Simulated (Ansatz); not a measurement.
Input file for Ansatz (a program for electronic structure):

Ansatz 0.2 input:
```yaml
crystal:
  lattice:
    - [2.6928219554, 0.0, 0.0]
    - [-1.3464109777, 2.3320522213, 0.0]
    - [0.0, 0.0, 4.3728191055]
  atoms:
    - { symbol: Be, position: [0.3333333333, 0.6666666667, 0.9998991435] }
    - { symbol: Be, position: [0.6666666667, 0.3333333333, 0.4998991435] }
    - { symbol: O, position: [0.3333333333, 0.6666666667, 0.3776008565] }
    - { symbol: O, position: [0.6666666667, 0.3333333333, 0.8776008565] }
kpoints:
  mp_grid: { grid: [12, 12, 6] }
hamiltonian:
  xc: pbesol
  pseudopotentials: { kind: paw }
scf:
  occupations: { method: fixed }
elastic: { mode: relaxed_ion, stencil: two_point, amplitude: 0.005, f_tol: 0.0005 }
output: { polarization: {} }
```

Output (shortened):

```
Pseudopotential: Be, paw, valence charge 2
Pseudopotential: O, paw, valence charge 6
Functional definition: PBEsol
Crystal: 4 atoms, lattice volume = 27.460 Å³
Basis set: ecut = 420 eV, 549 PW (Γ), exchange–correlation on 40×40×60 points (8 copies of the dense FFT grid, shifted against one another)
Bands: 12, of which v1, the nominal top of the filled ones, is band 8 counted from 1 (7 counted from 0)
Symmetry: 12 space group operations
Space group: P63mc (ITA 186), of the structure as read, at distance tolerance 3.0e-5 Å
k-points: 76 of 864 (time reversal used)
SCF 1 converged in 8 iterations: F = -1308.526433 eV  dr2 = 1.87e-15
relax step   1: F+E_penalty+E_count = -1308.52643309 eV  Δ(F+E_penalty+E_count) = +0.000e0 eV  max|allowed force component| = 1.284e-3 eV/Å  Δτ_max = 0.0000 Å  (8 SCF iters, accepted)
Crystal: 4 atoms, lattice volume = 27.460 Å³
SCF 2 converged in 7 iterations: F = -1308.526433 eV  dr2 = 3.65e-15
relax step   2: F+E_penalty+E_count = -1308.52643315 eV  Δ(F+E_penalty+E_count) = -6.027e-8 eV  max|allowed force component| = 1.020e-3 eV/Å  Δτ_max = 0.0000 Å  (7 SCF iters, accepted)
Crystal: 4 atoms, lattice volume = 27.460 Å³
SCF 3 converged in 6 iterations: F = -1308.526433 eV  dr2 = 5.18e-14
relax step   3: F+E_penalty+E_count = -1308.52643325 eV  Δ(F+E_penalty+E_count) = -1.031e-7 eV  max|allowed force component| = 3.376e-7 eV/Å  Δτ_max = 0.0001 Å  (6 SCF iters, accepted)
Crystal: 4 atoms, lattice volume = 27.460 Å³
SCF 4 converged in 10 iterations: F = -1308.526433 eV  dr2 = 3.59e-17
Crystal: 4 atoms, lattice volume = 27.323 Å³
Symmetry: 4 space group operations
k-points: 172 of 864 (time reversal used)
SCF 5 converged in 8 iterations: F = -1308.525341 eV  dr2 = 5.47e-15
relax step   1: F+E_penalty+E_count = -1308.52534089 eV  Δ(F+E_penalty+E_count) = +0.000e0 eV  max|allowed force component| = 2.852e-2 eV/Å  Δτ_max = 0.0000 Å  (8 SCF iters, accepted)
Crystal: 4 atoms, lattice volume = 27.323 Å³
SCF 6 converged in 7 iterations: F = -1308.525376 eV  dr2 = 2.18e-14
relax step   2: F+E_penalty+E_count = -1308.52537585 eV  Δ(F+E_penalty+E_count) = -3.496e-5 eV  max|allowed force component| = 1.962e-2 eV/Å  Δτ_max = 0.0009 Å  (7 SCF iters, accepted)
Crystal: 4 atoms, lattice volume = 27.323 Å³
SCF 7 converged in 7 iterations: F = -1308.525417 eV  dr2 = 4.77e-14
relax step   3: F+E_penalty+E_count = -1308.52541692 eV  Δ(F+E_penalty+E_count) = -4.107e-5 eV  max|allowed force component| = 1.344e-3 eV/Å  Δτ_max = 0.0012 Å  (7 SCF iters, accepted)
Crystal: 4 atoms, lattice volume = 27.323 Å³
SCF 8 converged in 6 iterations: F = -1308.525417 eV  dr2 = 6.79e-14
relax step   4: F+E_penalty+E_count = -1308.52541727 eV  Δ(F+E_penalty+E_count) = -3.580e-7 eV  max|allowed force component| = 2.230e-5 eV/Å  Δτ_max = 0.0002 Å  (6 SCF iters, accepted)
Crystal: 4 atoms, lattice volume = 27.323 Å³
SCF 9 converged in 10 iterations: F = -1308.525417 eV  dr2 = 4.20e-17
Crystal: 4 atoms, lattice volume = 27.598 Å³
SCF 10 converged in 8 iterations: F = -1308.525417 eV  dr2 = 1.47e-14
relax step   1: F+E_penalty+E_count = -1308.52541667 eV  Δ(F+E_penalty+E_count) = +0.000e0 eV  max|allowed force component| = 2.707e-2 eV/Å  Δτ_max = 0.0000 Å  (8 SCF iters, accepted)
Crystal: 4 atoms, lattice volume = 27.598 Å³
SCF 11 converged in 7 iterations: F = -1308.525449 eV  dr2 = 2.74e-14
relax step   2: F+E_penalty+E_count = -1308.52544896 eV  Δ(F+E_penalty+E_count) = -3.229e-5 eV  max|allowed force component| = 1.849e-2 eV/Å  Δτ_max = 0.0009 Å  (7 SCF iters, accepted)
Crystal: 4 atoms, lattice volume = 27.598 Å³
SCF 12 converged in 7 iterations: F = -1308.525486 eV  dr2 = 8.70e-14
relax step   3: F+E_penalty+E_count = -1308.52548620 eV  Δ(F+E_penalty+E_count) = -3.724e-5 eV  max|allowed force component| = 1.388e-3 eV/Å  Δτ_max = 0.0012 Å  (7 SCF iters, accepted)
Crystal: 4 atoms, lattice volume = 27.598 Å³
SCF 13 converged in 6 iterations: F = -1308.525487 eV  dr2 = 9.19e-14
relax step   4: F+E_penalty+E_count = -1308.52548656 eV  Δ(F+E_penalty+E_count) = -3.593e-7 eV  max|allowed force component| = 5.180e-5 eV/Å  Δτ_max = 0.0002 Å  (6 SCF iters, accepted)
Crystal: 4 atoms, lattice volume = 27.598 Å³
SCF 14 converged in 10 iterations: F = -1308.525487 eV  dr2 = 4.78e-17
Crystal: 4 atoms, lattice volume = 27.323 Å³
SCF 15 converged in 8 iterations: F = -1308.525325 eV  dr2 = 4.95e-15
relax step   1: F+E_penalty+E_count = -1308.52532492 eV  Δ(F+E_penalty+E_count) = +0.000e0 eV  max|allowed force component| = 2.453e-2 eV/Å  Δτ_max = 0.0000 Å  (8 SCF iters, accepted)
Crystal: 4 atoms, lattice volume = 27.323 Å³
SCF 16 converged in 8 iterations: F = -1308.525346 eV  dr2 = 8.12e-16
relax step   2: F+E_penalty+E_count = -1308.52534649 eV  Δ(F+E_penalty+E_count) = -2.157e-5 eV  max|allowed force component| = 1.938e-2 eV/Å  Δτ_max = 0.0002 Å  (8 SCF iters, accepted)
Crystal: 4 atoms, lattice volume = 27.323 Å³
SCF 17 converged in 7 iterations: F = -1308.525382 eV  dr2 = 7.55e-14
relax step   3: F+E_penalty+E_count = -1308.52538249 eV  Δ(F+E_penalty+E_count) = -3.600e-5 eV  max|allowed force component| = 1.376e-4 eV/Å  Δτ_max = 0.0009 Å  (7 SCF iters, accepted)
Crystal: 4 atoms, lattice volume = 27.323 Å³
SCF 18 converged in 10 iterations: F = -1308.525382 eV  dr2 = 4.20e-17
Crystal: 4 atoms, lattice volume = 27.598 Å³
SCF 19 converged in 8 iterations: F = -1308.525395 eV  dr2 = 1.67e-14
relax step   1: F+E_penalty+E_count = -1308.52539510 eV  Δ(F+E_penalty+E_count) = +0.000e0 eV  max|allowed force component| = 2.065e-2 eV/Å  Δτ_max = 0.0000 Å  (8 SCF iters, accepted)
Crystal: 4 atoms, lattice volume = 27.598 Å³
SCF 20 converged in 7 iterations: F = -1308.525411 eV  dr2 = 3.94e-15
relax step   2: F+E_penalty+E_count = -1308.52541104 eV  Δ(F+E_penalty+E_count) = -1.594e-5 eV  max|allowed force component| = 1.650e-2 eV/Å  Δτ_max = 0.0002 Å  (7 SCF iters, accepted)
Crystal: 4 atoms, lattice volume = 27.598 Å³
SCF 21 converged in 7 iterations: F = -1308.525439 eV  dr2 = 3.30e-14
relax step   3: F+E_penalty+E_count = -1308.52543901 eV  Δ(F+E_penalty+E_count) = -2.798e-5 eV  max|allowed force component| = 1.072e-4 eV/Å  Δτ_max = 0.0009 Å  (7 SCF iters, accepted)
Crystal: 4 atoms, lattice volume = 27.598 Å³
SCF 22 converged in 10 iterations: F = -1308.525439 eV  dr2 = 4.56e-17
Crystal: 4 atoms, lattice volume = 27.460 Å³
Symmetry: 2 space group operations
k-points: 242 of 864 (time reversal used)
SCF 23 converged in 9 iterations: F = -1308.526102 eV  dr2 = 1.00e-14
relax step   1: F+E_penalty+E_count = -1308.52610228 eV  Δ(F+E_penalty+E_count) = +0.000e0 eV  max|allowed force component| = 1.226e-2 eV/Å  Δτ_max = 0.0000 Å  (9 SCF iters, accepted)
Crystal: 4 atoms, lattice volume = 27.460 Å³
SCF 24 converged in 7 iterations: F = -1308.526107 eV  dr2 = 1.97e-14
relax step   2: F+E_penalty+E_count = -1308.52610728 eV  Δ(F+E_penalty+E_count) = -5.007e-6 eV  max|allowed force component| = 9.461e-3 eV/Å  Δτ_max = 0.0001 Å  (7 SCF iters, accepted)
Crystal: 4 atoms, lattice volume = 27.460 Å³
SCF 25 converged in 8 iterations: F = -1308.526115 eV  dr2 = 2.86e-15
relax step   3: F+E_penalty+E_count = -1308.52611483 eV  Δ(F+E_penalty+E_count) = -7.550e-6 eV  max|allowed force component| = 7.898e-5 eV/Å  Δτ_max = 0.0004 Å  (8 SCF iters, accepted)
Crystal: 4 atoms, lattice volume = 27.460 Å³
SCF 26 converged in 10 iterations: F = -1308.526115 eV  dr2 = 2.42e-16
Crystal: 4 atoms, lattice volume = 27.460 Å³
SCF 27 converged in 9 iterations: F = -1308.526102 eV  dr2 = 1.01e-14
relax step   1: F+E_penalty+E_count = -1308.52610228 eV  Δ(F+E_penalty+E_count) = +0.000e0 eV  max|allowed force component| = 1.226e-2 eV/Å  Δτ_max = 0.0000 Å  (9 SCF iters, accepted)
Crystal: 4 atoms, lattice volume = 27.460 Å³
SCF 28 converged in 6 iterations: F = -1308.526107 eV  dr2 = 9.84e-14
relax step   2: F+E_penalty+E_count = -1308.52610728 eV  Δ(F+E_penalty+E_count) = -5.007e-6 eV  max|allowed force component| = 9.461e-3 eV/Å  Δτ_max = 0.0001 Å  (6 SCF iters, accepted)
Crystal: 4 atoms, lattice volume = 27.460 Å³
SCF 29 converged in 8 iterations: F = -1308.526115 eV  dr2 = 2.55e-15
relax step   3: F+E_penalty+E_count = -1308.52611483 eV  Δ(F+E_penalty+E_count) = -7.550e-6 eV  max|allowed force component| = 7.977e-5 eV/Å  Δτ_max = 0.0004 Å  (8 SCF iters, accepted)
Crystal: 4 atoms, lattice volume = 27.460 Å³
SCF 30 converged in 10 iterations: F = -1308.526115 eV  dr2 = 4.74e-17
SCF converged after 10 iterations
Free energy (F): -1308.526433 eV
Harris-Foulkes:  -1308.526433 eV  (|F-HF|=0.00e0)
Internal energy: -1308.526433 eV  (E = F + TS)
E sigma→0 (E₀):  -1308.526433 eV
Fermi energy:    5.902466 eV
--- Per-component energies (eV) ---
  E_band       = -6.851578
  E_kinetic    = 398.352547
  E_local      = -673.277734  (includes V_loc(G=0)·N_el)
  E_nonlocal   = 106.254492
  E_hartree    = 234.399244
  E_xc         = -186.607916
  E_vxc        = -230.865875  (∫ρ·V_xc dr)
  E_paw        = -420.863808  (= ΣΔE_a)
  E_vpaw       = -76.118612  (= ΣTr[D̂ρ^β])
  E_aug_tail   = 0.005118  (compensation charges beyond the density's cutoff)
  E_ewald      = -766.878014
  E_core_change = 0.089638  (= ΣΔE_core)
  E_smearing   =  0.000000  (= −TS)
  E_closure    =  0.000000  (closes the sum)
  Σ components = -1308.526433   (vs F -1308.526433, Δ=0.00e0)
--- Forces (eV/Å), atoms counted from 1 ---
  atom   1  Be     0.00000000     0.00000000     0.00000608
  atom   2  Be     0.00000000     0.00000000     0.00000608
  atom   3  O      0.00000000     0.00000000     0.00000688
  atom   4  O      0.00000000     0.00000000     0.00000688
  max |Σ_I F_I| component: 2.59e-5 eV/Å
--- Stress (GPa, compression-positive) ---
        0.002892       0.000000       0.000000
        0.000000       0.002892       0.000000
        0.000000       0.000000       0.001102
  P = ⅓ Tr σ = 0.0023 GPa (0.023 kbar)
--- Band table (eV; the first three rows and the last of 76) ---
  k-point 0: bands = ["-12.7856", "-10.9255", "-0.4651", "4.8773", "4.8773", "5.8667", "5.8667", "5.9025", "13.4115", "17.4345", "20.1169", "20.1169"]
  k-point 1: bands = ["-12.6885", "-11.0910", "-0.0747", "4.9399", "4.9399", "5.3615", "5.7968", "5.7968", "13.7867", "17.2035", "20.1820", "20.1820"]
  k-point 2: bands = ["-12.4088", "-11.5009", "0.9847", "4.0450", "5.1135", "5.1135", "5.6075", "5.6075", "14.6623", "16.5710", "20.4116", "20.4116"]
  k-point 75: bands = ["-10.5606", "-10.5606", "1.3661", "1.3661", "1.4373", "1.4373", "4.6042", "4.6042", "17.3753", "17.3753", "17.8712", "17.8712"]
--- Elastic constants: 3 strain directions × 2 members + reference (group order 12) ---
  dense FFT box of the reference and of every strained cell: 20×20×30
  strains applied: 11, 33, 23; error gains …
  reference relaxed by the batch: 3 steps …
  largest displacement 6.4e-5 Å; the constants are those of the deck's cell at these positions:
  atoms:
    - { symbol: Be, position: [0.33333333333333326, 0.6666666666666665, 0.9998845917995526] }
    - { symbol: Be, position: [0.6666666666666666, 0.33333333333333326, 0.49988459179955264] }
    - { symbol: O, position: [0.33333333333333326, 0.6666666666666665, 0.3776154082004473] }
    - { symbol: O, position: [0.6666666666666666, 0.33333333333333326, 0.8776154082004471] }
  C = ∂σ_k/∂η_j (tension-positive GPa; Voigt order 11 22 33 23 13 12):
       436.816    125.364     89.706      0.000      0.000      0.000
       125.364    436.816     89.706      0.000      0.000      0.000
        89.667     89.667    475.267      0.000      0.000      0.000
         0.000      0.000      0.000    137.565      0.000      0.000
         0.000      0.000      0.000      0.000    137.565      0.000
         0.000      0.000      0.000      0.000      0.000    155.726
  reference stress σ⁰ (GPa):     -0.003     -0.003     -0.001      0.000      0.000      0.000
  moduli (Voigt/Reuss/Hill, GPa): K = 217.60/217.60/217.60   G = 155.78/153.46/154.62   E = 375.03   ν = 0.213
  mechanically stable: yes (min eigenvalue of sym C = 137.57 GPa)
  e, the proper piezoelectric tensor (elastic.mode: relaxed_ion; C/m²; rows x y z; Voigt order 11 22 33 23 13 12):
       0.00000    0.00000    0.00000    0.00000   -0.08499    0.00000
       0.00000    0.00000    0.00000   -0.08499    0.00000    0.00000
      -0.22740   -0.22740    0.37742    0.00000    0.00000    0.00000
  ±, each entry's uncertainty from the finite density of the strings (C/m²), an estimate: the size of the correction for it that the entry includes:
       0.00000    0.00000    0.00000    0.00000    0.00147    0.00000
       0.00000    0.00000    0.00000    0.00147    0.00000    0.00000
       0.00001    0.00001    0.00019    0.00000    0.00000    0.00000
  strain η (Voigt 11):  stress-route row diagonal C_11 = 436.82 GPa, energy-path curvature d²(F+E_count+ΔE)/dδ²/Ω₀ = 436.34 GPa
         δ    σ_11 (GPa)             F (eV)   n_scf  n_hpsi   n_pw
    -5.000e-3      -2.2175       -1308.5254173      10   40933    553   relax 4 steps, max|allowed force component| 2.23e-5 eV/Å
     5.000e-3       2.1507       -1308.5254866      10   41046    557   relax 4 steps, max|allowed force component| 5.18e-5 eV/Å
  strain η (Voigt 33):  stress-route row diagonal C_33 = 475.27 GPa, energy-path curvature d²(F+E_count+ΔE)/dδ²/Ω₀ = 474.86 GPa
         δ    σ_33 (GPa)             F (eV)   n_scf  n_hpsi   n_pw
    -5.000e-3      -2.3992       -1308.5253825      10   18079    555   relax 3 steps, max|allowed force component| 1.38e-4 eV/Å
     5.000e-3       2.3535       -1308.5254390      10   18049    557   relax 3 steps, max|allowed force component| 1.07e-4 eV/Å
  strain η (Voigt 23):  stress-route row diagonal C_44 = 137.57 GPa, energy-path curvature d²(F+E_count+ΔE)/dδ²/Ω₀ = 137.47 GPa
         δ    σ_23 (GPa)             F (eV)   n_scf  n_hpsi   n_pw
    -5.000e-3      -0.6878       -1308.5261148      10   57745    556   relax 3 steps, max|allowed force component| 7.90e-5 eV/Å
     5.000e-3       0.6878       -1308.5261148      10   57751    556   relax 3 steps, max|allowed force component| 7.98e-5 eV/Å
--- Formal polarisation (Berry phase): one branch of a lattice of values; only differences between neighbouring runs are physical ---
  axis  mesh            electronic          ionic      p = total  spread (rad)  least overlap  resolved gap  δp at fixed H ≤   (phases in cycles; p mod 2 …
  b1    12×12×6         0.00000000     8.00000000     8.00000000      0.000000         0.9737        7.5090           8.0e-7
  b2    12×12×6         0.00000000     8.00000000     8.00000000      0.000000         0.9737        7.5090           8.0e-7
  b3    12×12×6        -0.04622734    10.53092327    10.48469592      0.020403         0.9676        7.5090           4.4e-7
  quantum along a1:   0.19612376 e/Å² =   314.224907 µC/cm²
  quantum along a2:   0.19612376 e/Å² =   314.224907 µC/cm²
  quantum along a3:   0.31848141 e/Å² =   510.263471 µC/cm²
  P = (  0.39224752,   0.67939264,   1.66959036) e/Å² = (  628.449814,  1088.507008,  2674.978664) µC/cm²  (mod the quanta)
```

Cost: roughly 2.2 core-minutes on shared cores.

Space group P6_3mc (wurtzite). The PBEsol relaxation kept the symmetry of its start; phonons on a q-mesh show no instability.

Potentials: the later of the program's two PAW sets.

Ansatz is a plane-wave DFT program.
